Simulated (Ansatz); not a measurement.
**MoP: energy against the total moment**

Aim: map the energy of MoP against its total spin moment, held by a constraint, beside free and non-magnetic runs and runs in a field. The runs shown use PAW.

Program: Ansatz 0.2.0. Level of theory: DFT, PBE, PAW with Ansatz's default frozen-core files, scalar-relativistic. These are calculated values, not measurements.

## Step 1: The system as given

The structure is hexagonal, space group P-6m2 (No. 187). Conventional cell: a = 3.223 Å, b = 3.223 Å, c = 3.191 Å, α = 90.00°, β = 90.00°, γ = 120.00°. Mo (site symmetry -6m2) has 6 P at 2.45 Å as nearest neighbours. P (site symmetry -6m2) has 6 Mo at 2.45 Å as nearest neighbours.

As a file:

```xyz
2
Lattice="3.2230 0.0000 0.0000 -1.6115 2.7912 0.0000 0.0000 0.0000 3.1910" Properties=species:S:1:pos:R:3 pbc="T T T"
Mo    0.0000    0.0000    0.0000
P     0.0000    1.8608    1.5955
```

Atoms are numbered in the order of the input: Mo1, P2.

## Step 2: Free moments from the typed start, PAW

input.yaml

```yaml
crystal:
  lattice:
    - [3.223, 0.0, 0.0]
    - [-1.6115, 2.7911998764, 0.0]
    - [0.0, 0.0, 3.191]
  atoms:
    - { symbol: Mo, position: [0.0, 0.0, 0.0], spin: 1.5 }
    - { symbol: P, position: [0.3333333333, 0.6666666667, 0.5] }
magnetization:
  spin_polarized: true
kpoints:
  mp_grid: { grid: [12, 12, 10] }
scf:
  occupations: { method: fermi_dirac, width: 0.1 }
  lower_state_search: "off"
hamiltonian:
  xc: pbe
  pseudopotentials: { kind: paw }
output:
  forces: true
  stress: true
  eigenvalues: true
  populations: true
  dos: { projected: true, de: 0.1, e_range: [-8, 5] }
  write_density: true
  write_potential: true
  elf: true
  volumetric_format: npy
```

Launch:

```bash
> ansatz run input.yaml --threads 1 --pin off --max-ram 3072MiB --backend cpu --events-out ev --progress --plain --runs-dir out
```

The program printed:

```text
Engine: ansatz 0.2.0
Pseudopotentials: kind: paw
Pseudopotential: Mo, paw, valence charge 14, recommended cutoff 420 eV (normal)
Pseudopotential: P, paw, valence charge 5, recommended cutoff 420 eV (normal)
Functional definition: PBE
  parameter kappa = 0.804
  parameter beta = 0.06672455060314922
  exchange = pbe_x(kappa = kappa, mu = beta*pi^2/3)
  correlation = pbe_c(beta = beta)
Crystal: 2 atoms, lattice volume = 28.706 Å³
Basis set: ecut = 420 eV, 551 PW (Γ), exchange–correlation on 48×48×48 points (8 copies of the dense FFT grid, shifted against one another)
Bands: 15, of which v1, the nominal top of the filled ones, is band 10 counted from 1 (9 counted from 0)
Symmetry: 12 space group operations
Space group: P-6m2 (ITA 187), of the structure as read, at distance tolerance 3.1e-5 Å
Magnetic group: BNS 187.209 (UNI 1439), of the structure as read, at distance tolerance 3.1e-5 Å
k-points: 114 of 1440 (time reversal used)
Non-local potential: Mo, projectors of the file, l = 0: 3, l = 1: 2, l = 2: 2, l = 3: 1
Non-local potential: P, projectors of the file, l = 0: 2, l = 1: 2, l = 2: 2
PAW form: soft (Blöchl's): semilocal exchange-correlation on the pseudo side does not see the compensation charge
PAW one-centre angular grid: Mo, 590 points (default); XC on 64 Gauss nodes
PAW one-centre angular grid: P, 110 points (default); XC on 64 Gauss nodes
Initial density: superposition of atomic densities (chi_scale 0.1, normalization cell)
Starting moments: Σ|m| = 1.5 μB on 1 of 2 sites
Initial wavefunctions: pseudopotential atomic-orbital guess
Functional: x = pbe(κ = 0.804, μ = 0.2195149727645171), c = pbe(β = 0.06672455060314922)
SCF iter   1: F=—  HF=-5713.798068 eV  |F-HF|=—  |Δ(HF+E_count)|=         —  Δρ=9.16e-2 (↑9.16e-2 ↓3.67e-2)  dr2=3.87e0  dr2_m=6.71e-1  M=0.313 μB ∫|m|=0.409 μB  β_m=0.30  ethr=3.10e-3  ⟨swp⟩=5.4  Hψ=19224  notcnv=0
preconditioner: auto → none  [metal: Δε(μ)=0.032 eV  Ē_g=10.141 eV  σ=0.100 eV  W_gap=0.08  n_scr=8 (ndim 8)  ℏωp=23.0 eV  f_vac=0.000  D(μ)=0.83/eV (n_scr^D=8)  sad-step TF]
SCF iter   2: F=—  HF=-5713.217732 eV  |F-HF|=—  |Δ(HF+E_count)|=   5.80e-1  Δρ=6.03e-2 (↑6.03e-2 ↓2.83e-2)  dr2=1.25e0  dr2_m=3.61e-1  M=0.253 μB ∫|m|=0.352 μB  β_m=0.30  ethr=3.10e-3  ⟨swp⟩=2.6  Hψ=7408  notcnv=0  defer=11
SCF iter   3: F=—  HF=-5712.981218 eV  |F-HF|=—  |Δ(HF+E_count)|=   2.37e-1  Δρ=3.00e-2 (↑2.69e-2 ↓3.00e-2)  dr2=3.28e-2  dr2_m=1.97e-1  M=0.198 μB ∫|m|=0.302 μB  β_m=0.30  ethr=3.10e-3  ⟨swp⟩=2.8  Hψ=6496  notcnv=0  defer=11
SCF iter   4: F=—  HF=-5713.021515 eV  |F-HF|=—  |Δ(HF+E_count)|=   4.03e-2  Δρ=2.24e-2 (↑2.24e-2 ↓1.96e-2)  dr2=1.13e-2  dr2_m=1.15e-1  M=0.161 μB ∫|m|=0.248 μB  β_m=0.30  ethr=1.73e-4  ⟨swp⟩=2.3  Hψ=6873  notcnv=0  defer=8
SCF iter   5: F=—  HF=-5713.041165 eV  |F-HF|=—  |Δ(HF+E_count)|=   1.97e-2  Δρ=1.63e-2 (↑1.55e-2 ↓1.63e-2)  dr2=4.14e-4  dr2_m=6.67e-2  M=0.129 μB ∫|m|=0.205 μB  β_m=0.30  ethr=5.95e-5  ⟨swp⟩=1.7  Hψ=4108  notcnv=0  defer=8
SCF iter   6: F=—  HF=-5713.054249 eV  |F-HF|=—  |Δ(HF+E_count)|=   1.31e-2  Δρ=1.24e-2 (↑1.24e-2 ↓1.21e-2)  dr2=7.37e-5  dr2_m=3.96e-2  M=0.104 μB ∫|m|=0.169 μB  β_m=0.30  ethr=2.18e-6  ⟨swp⟩=2.0  Hψ=5420  notcnv=0  defer=8
SCF iter   7: F=—  HF=-5713.062179 eV  |F-HF|=—  |Δ(HF+E_count)|=   7.93e-3  Δρ=9.54e-3 (↑9.46e-3 ↓9.54e-3)  dr2=1.17e-5  dr2_m=2.38e-2  M=0.084 μB ∫|m|=0.139 μB  β_m=0.30  ethr=3.88e-7  ⟨swp⟩=2.1  Hψ=5252  notcnv=0  defer=8
Mixer restart at iter 7: flushing history
spin-set hold released at iteration 7 (site moments contracting): the magnetisation degrees of freedom join the quasi-Newton model from the next iteration; the mixer history was flushed
SCF iter   8: F=—  HF=-5713.067132 eV  |F-HF|=—  |Δ(HF+E_count)|=   4.95e-3  Δρ=7.40e-3 (↑7.40e-3 ↓7.40e-3)  dr2=4.56e-6  dr2_m=1.44e-2  M=0.068 μB ∫|m|=0.115 μB  β_m=0.63  ethr=6.18e-8  ⟨swp⟩=3.0  Hψ=6364  notcnv=0  defer=8
SCF iter   9: F=—  HF=-5713.075801 eV  |F-HF|=—  |Δ(HF+E_count)|=   8.67e-3  Δρ=9.95e-4 (↑6.19e-4 ↓9.95e-4)  dr2=1.12e-4  dr2_m=1.66e-4  M=0.010 μB ∫|m|=0.022 μB  β_m=0.77  ethr=2.40e-8  ⟨swp⟩=4.1  Hψ=8624  notcnv=0  defer=8
SCF iter  10: F=—  HF=-5713.076109 eV  |F-HF|=—  |Δ(HF+E_count)|=   3.08e-4  Δρ=7.39e-4 (↑7.39e-4 ↓3.24e-4)  dr2=4.51e-4  dr2_m=2.59e-5  M=0.004 μB ∫|m|=0.009 μB  β_m=0.60  ethr=2.40e-8  ⟨swp⟩=3.5  Hψ=7410  notcnv=0  defer=8
SCF iter  11: F=—  HF=-5713.076030 eV  |F-HF|=—  |Δ(HF+E_count)|=   7.96e-5  Δρ=2.55e-4 (↑1.81e-4 ↓2.55e-4)  dr2=8.40e-6  dr2_m=1.17e-5  M=0.002 μB ∫|m|=0.006 μB  β_m=0.75  ethr=2.40e-8  ⟨swp⟩=3.1  Hψ=6684  notcnv=0  defer=8
SCF iter  12: F=—  HF=-5713.076050 eV  |F-HF|=—  |Δ(HF+E_count)|=   2.02e-5  Δρ=2.68e-5 (↑1.98e-5 ↓2.68e-5)  dr2=9.44e-8  dr2_m=1.31e-7  M=0.000 μB ∫|m|=0.001 μB  β_m=0.74  ethr=2.40e-8  ⟨swp⟩=2.0  Hψ=5655  notcnv=0  defer=8
iter 13 did not close the SCF: its close was put off for a magnetic moment that had not settled (scf_convergence_deferred on its scf_iter line)
SCF iter  13: F=-5713.076050 eV  HF=-5713.076050 eV  |F-HF|=6.18e-9  |Δ(HF+E_count)|=   2.49e-7  Δρ=4.52e-6 (↑4.25e-6 ↓4.52e-6)  dr2=1.94e-9  dr2_m=4.66e-9  M=0.000 μB ∫|m|=0.000 μB  β_m=0.81  ethr=4.97e-10  ⟨swp⟩=9.5  Hψ=21764  notcnv=0
iter 14 did not close the SCF: its close was put off for a magnetic moment that had not settled (scf_convergence_deferred on its scf_iter line)
SCF iter  14: F=-5713.076050 eV  HF=-5713.076050 eV  |F-HF|=1.76e-10  |Δ(HF+E_count)|=   9.61e-9  Δρ=6.68e-7 (↑6.45e-7 ↓6.68e-7)  dr2=2.78e-11  dr2_m=1.07e-10  M=-0.000 μB ∫|m|=0.000 μB  β_m=0.89  ethr=1.02e-11  ⟨swp⟩=4.9  Hψ=16240  notcnv=0
SCF iter  15: F=-5713.076050 eV  HF=-5713.076050 eV  |F-HF|=2.73e-12  |Δ(HF+E_count)|=  2.41e-10  Δρ=1.60e-7 (↑1.60e-7 ↓1.18e-7)  dr2=6.09e-12  dr2_m=3.80e-12  M=-0.000 μB ∫|m|=0.000 μB  ethr=1.00e-12  ⟨swp⟩=4.0  Hψ=14990  notcnv=0
WARN: the starting moments were not kept: the SCF closed with an absolute magnetisation of 2.0e-6 μB, where they sum to 1.5 μB in size (1 site). That is at most 0.1 of that sum. Measured as dr2_m measures the in/out step, that magnetisation stands 6.7e-13 eV from none, at or under the dr2_threshold of 1.0e-7 eV: it is no larger than a step whose dr2_m would equal this threshold. The system may hold no moment; this SCF shows only that its start led to no more than that. To try another start: raise the starting moments (crystal.atoms[].spin, magnetization.per_species, magnetization.initial_magnetization, or on a non-collinear deck that types none of these the spinor_matrix: blocks that start its atoms; where the total moment is fixed, keep their sum and leave initial_magnetization as it is; typed ones take the place of any that the run laid by itself, positive ones on a crystal's lanthanoids without a Hubbard term where scf.initial_density.shell_occupations: [] is typed) or, if the notice of its spin-set hold's release reads "site moments contracting" or "site moments show no strong build", lengthen the hold (scf.mixing.spin_hold: { on: { confirm: 4 } }; for m-r²SCAN on two components see the key's manual first). Each may lead to a state that holds a moment. A second SCF, from the converged charge density, with the starting moments and any scf.initial_density.shell_occupations laid on it anew, would have followed, and was not run: the deck does not ask for one (magnetization.retry_lost_moments is false, the default). To let it run, set magnetization.retry_lost_moments: true and run the deck again, where that key's refused combinations let it; where memory then withholds it, that run's warning says so.
SCF 1 converged in 15 iterations: F = -5713.076050 eV  dr2 = 6.09e-12
SCF converged after 15 iterations
Magnetization: -0.0000 μB (9.5000 up, 9.5000 down)
Absolute magnetization: 0.0000 μB (∫|ρ↑−ρ↓|, with the PAW one-centre terms)
Spin contamination: 0.0000 ħ² per cell (⟨S²⟩ above its minimum at these occupations)
Per-site moments (μB) at R_I (Å): [(-8.683697008036677e-7, 1.011104445585813), (-3.2780949212447925e-7, 1.011104445585813)]
Free energy (F): -5713.076050 eV
Harris-Foulkes:  -5713.076050 eV  (|F-HF|=2.73e-12)
Internal energy: -5713.048113 eV  (E = F + TS)
E sigma→0 (E₀):  -5713.062082 eV
Entropy (-TS):   -0.027937 eV (-13.968 meV/atom)
Fermi energy:    17.275256 eV
--- Per-component energies (eV) ---
  E_band       = -62.547875
  E_kinetic    = 517.486681
  E_local      = -1025.572625  (includes V_loc(G=0)·N_el)
  E_nonlocal   = 176.332341
  E_hartree    = 357.097263
  E_xc         = -247.550466
  E_vxc        = -293.279975  (∫ρ·V_xc dr)
  E_paw        = -3770.841587  (= ΣΔE_a)
  E_vpaw       = -151.708827  (= ΣTr[D̂ρ^β])
  E_aug_tail   = 0.000052  (compensation charges beyond the density's cutoff)
  E_ewald      = -1719.999773
  E_smearing   = -0.027937  (= −TS)
  E_closure    = 0.000000  (closes the sum)
  Σ components = -5713.076050   (vs F -5713.076050, Δ=0.00e0)
--- Forces (eV/Å), atoms counted from 1 ---
  atom   1  Mo     0.00000000    -0.00000000     0.00000000
  atom   2  P      0.00000000    -0.00000000     0.00000000
  max |Σ_I F_I| component: 1.67e-16 eV/Å
--- Stress (GPa, compression-positive) ---
        3.020221       0.000000       0.000000
        0.000000       3.020221       0.000000
        0.000000       0.000000       2.255635
  P = ⅓ Tr σ = 2.7654 GPa (27.654 kbar)
--- Band table (eV; the first three rows and the last of 228) ---
  k-point 0 ↑: bands = ["-43.9307", "-18.0836", "-17.8724", "-17.8724", "3.3346", "13.0860", "13.9617", "13.9617", "16.5525", "17.5348", "17.5348", "21.3908", "21.3908", "22.8139", "26.1860"]
  k-point 1 ↑: bands = ["-43.9288", "-18.1123", "-17.8700", "-17.8700", "3.4967", "12.8809", "14.0373", "14.0373", "16.4903", "17.1403", "17.1403", "21.6835", "21.6835", "22.9501", "26.0384"]
  k-point 2 ↑: bands = ["-43.9238", "-18.1867", "-17.8635", "-17.8635", "3.9599", "12.1594", "14.2416", "14.2416", "16.3924", "16.3924", "16.6698", "21.7708", "21.7708", "23.3146", "26.4105"]
  k-point 113 ↓: bands = ["-43.8755", "-18.2910", "-18.0848", "-18.0556", "6.4354", "10.3814", "11.5639", "14.0175", "15.9511", "18.8124", "20.5597", "21.4819", "21.5344", "22.2258", "22.7610"]
--- Löwdin populations: 2 sites ---
  site symbol       q [e]    m [muB]
     0     Mo     14.0092    -0.0000
     1      P      4.8348    -0.0000
  spilling = 0.008211 (of n_electrons = 19.000000)
```

Run time: 16 s. Hardware: 1 thread of Arm Neoverse V2, shared host; peak memory 0.37 GiB.

In short: total moment 0.00 μB; site moments Mo1 0.00, P2 0.00 μB; pressure 2.77 GPa; no gap.

States per cell in windows of 1 eV (zero at the Fermi level; grid of 0.10 eV, so sharp peaks spill over the borders):

| from | to | total | Mo 4d | P 3p |
| --- | --- | --- | --- | --- |
| -8 | -7 | 0.08 | 0.02 | 0.05 |
| -7 | -6 | 1.37 | 0.49 | 0.75 |
| -6 | -5 | 0.90 | 0.37 | 0.47 |
| -5 | -4 | 1.38 | 0.64 | 0.66 |
| -4 | -3 | 1.94 | 1.02 | 0.83 |
| -3 | -2 | 1.17 | 0.86 | 0.25 |
| -2 | -1 | 1.28 | 0.99 | 0.19 |
| -1 | 0 | 0.86 | 0.77 | 0.05 |
| 0 | 1 | 0.69 | 0.54 | 0.10 |
| 1 | 2 | 2.18 | 1.58 | 0.36 |
| 2 | 3 | 1.10 | 0.64 | 0.27 |

Density in a lattice plane of the grid's cell (edges 3.22 and 3.19 Å, at 0.667 of the third edge), which holds P.

Ten even steps from '0' (0.06 e/Å³) to '9' (0.90 e/Å³):
```
543222222222223345789876
433332222222233345677765
433333344433333344455554
334445555555444333334433
344566677766654433322233
345677777777765433222223
346777655667776432221222
356776433346776532211122
356764210125676542211122
456764100014676542211123
356764210125676542211122
356776433346776532211122
346777655667776432221222
345677777777765433222223
344566677766654433322233
334445555555444333334433
433333344433333344455554
433332222222233345677765
543222222222223345789876
543222222222223346799987
```
Columns run along the first of these edges and rows up along the second, over one cell in 24 and 20 even steps from the bottom left corner. Atoms in the plane (fractional): P at (0.33, 0.50).

ELF in the same plane.

Ten even steps from '0' (0.00) to '9' (0.77):
```
222223333333322223344433
233344455554433222333333
334566677766654332233333
346788888888876432222223
467999999999998643222223
679999877789999764322234
789997543457999875322235
899975210125799976432346
899863000002689986433356
899852000001589986533356
899863000002689986433356
899975210125799976432346
789997543457999875322235
679999877789999764322234
467999999999998643222223
346788888888876432222223
334566677766654332233333
233344455554433222333333
222223333333322223344433
222222222222222223344443
```
Columns run along the first of these edges and rows up along the second, over one cell in 24 and 20 even steps from the bottom left corner. Atoms in the plane (fractional): P at (0.33, 0.50).

Both are smooth fields of the valence electrons: close to the nuclei they are not physical.

The highest ELF values outside the cores: 0.82 beside P, off the lines to its neighbours, 0.9 Å from P; 0.82 on the P–Mo line, 0.8 Å from P.

## Step 3: No spin polarisation, PAW

Edit input.yaml of step 2 so:

```diff
@@ -6,6 +6,4 @@
   atoms:
-    - { symbol: Mo, position: [0.0, 0.0, 0.0], spin: 1.5 }
+    - { symbol: Mo, position: [0.0, 0.0, 0.0] }
     - { symbol: P, position: [0.3333333333, 0.6666666667, 0.5] }
-magnetization:
-  spin_polarized: true
 kpoints:
@@ -24,5 +22 @@
   dos: { projected: true, de: 0.1, e_range: [-8, 5] }
-  write_density: true
-  write_potential: true
-  elf: true
-  volumetric_format: npy
```

Launch:

```bash
> ansatz run input.yaml --threads 1 --pin off --max-ram 3072MiB --backend cpu --events-out ev --progress --plain --runs-dir out
```

The program printed, cut to the lines that bear on the results:

```text
[...]
[... 4 set-up lines as earlier in the session ...]
[...]
Crystal: 2 atoms, lattice volume = 28.706 Å³
Basis set: ecut = 420 eV, 551 PW (Γ), exchange–correlation on 48×48×48 points (8 copies of the dense FFT grid, shifted against one another)
[...]
       -0.000000       3.020291       0.000000
        0.000000       0.000000       2.255824
  P = ⅓ Tr σ = 2.7655 GPa (27.655 kbar)
--- Band table (eV; the first three rows and the last of 114) ---
  k-point 0: bands = ["-43.9306", "-18.0836", "-17.8724", "-17.8724", "3.3346", "13.0860", "13.9617", "13.9617", "16.5525", "17.5348", "17.5348", "21.3908", "21.3908", "22.8139"]
[...]
--- Löwdin populations: 2 sites ---
  site symbol       q [e]
     0     Mo     14.0092
     1      P      4.8348
  spilling = 0.008211 (of n_electrons = 19.000000)
```

Wall time 4 s (1 thread of Arm Neoverse V2, shared host); peak memory 0.33 GiB.

In short: pressure 2.77 GPa; no gap.

States per cell, counted by energy window (eV from the Fermi level, on a grid of 0.10 eV):

| from | to | total | Mo 4d | P 3p |
| --- | --- | --- | --- | --- |
| -8 | -7 | 0.08 | 0.02 | 0.05 |
| -7 | -6 | 1.37 | 0.49 | 0.75 |
| -6 | -5 | 0.90 | 0.37 | 0.47 |
| -5 | -4 | 1.38 | 0.64 | 0.66 |
| -4 | -3 | 1.94 | 1.02 | 0.83 |
| -3 | -2 | 1.17 | 0.86 | 0.25 |
| -2 | -1 | 1.28 | 0.99 | 0.19 |
| -1 | 0 | 0.86 | 0.77 | 0.05 |
| 0 | 1 | 0.69 | 0.54 | 0.10 |
| 1 | 2 | 2.18 | 1.58 | 0.36 |
| 2 | 3 | 1.10 | 0.64 | 0.27 |

## Step 4: Total moment held at 0 μB, PAW

Edit input.yaml of step 3 so:

```diff
@@ -8,2 +8,6 @@
     - { symbol: P, position: [0.3333333333, 0.6666666667, 0.5] }
+magnetization:
+  spin_polarized: true
+  initial_magnetization: 0.0
+  spin_locking: { lock_magnetization: hard }
 kpoints:
@@ -20,3 +24 @@
   eigenvalues: true
-  populations: true
-  dos: { projected: true, de: 0.1, e_range: [-8, 5] }
```

Launch:

```bash
> ansatz run input.yaml --threads 1 --pin off --max-ram 3072MiB --backend cpu --events-out ev --progress --plain --runs-dir out
```

The program printed, cut to the lines that bear on the results:

```text
Warning: output.stress: scf.convergence.dr2_threshold = 1e-7 eV (the SCF's general default) is looser than the 2e-10 eV advised for a printed stress (1e-10 eV for each atom of the cell: 2). What an SCF threshold leaves in a stress goes as its square root, and in the free energy as the [...]
[... 4 set-up lines as earlier in the session ...]
[...]
Crystal: 2 atoms, lattice volume = 28.706 Å³
[...]
Fermi energy:    17.275266 (↑ 17.275266, ↓ 17.275266) eV
[...]
--- Forces (eV/Å), atoms counted from 1 ---
  atom   1  Mo    -0.00000000    -0.00000000     0.00000000
  atom   2  P      0.00000000    -0.00000000     0.00000000
[...]
--- Stress (GPa, compression-positive) ---
        3.020308       0.000000       0.000000
        0.000000       3.020308       0.000000
        0.000000       0.000000       2.255770
  P = ⅓ Tr σ = 2.7655 GPa (27.655 kbar)
--- Band table (eV; the first three rows and the last of 228) ---
  k-point 0 ↑: bands = ["-43.9306", "-18.0836", "-17.8724", "-17.8724", "3.3346", "13.0860", "13.9617", "13.9617", "16.5525", "17.5348", "17.5348", "21.3908", "21.3908", "22.8139"]
[...]
```

It took 3.6 s on 1 thread of Arm Neoverse V2, shared host; peak memory 0.34 GiB.

Read from it: total moment 0.00 μB; site moments Mo1 0.00, P2 0.00 μB; pressure 2.77 GPa; no gap.

[end of part 1 of 3]
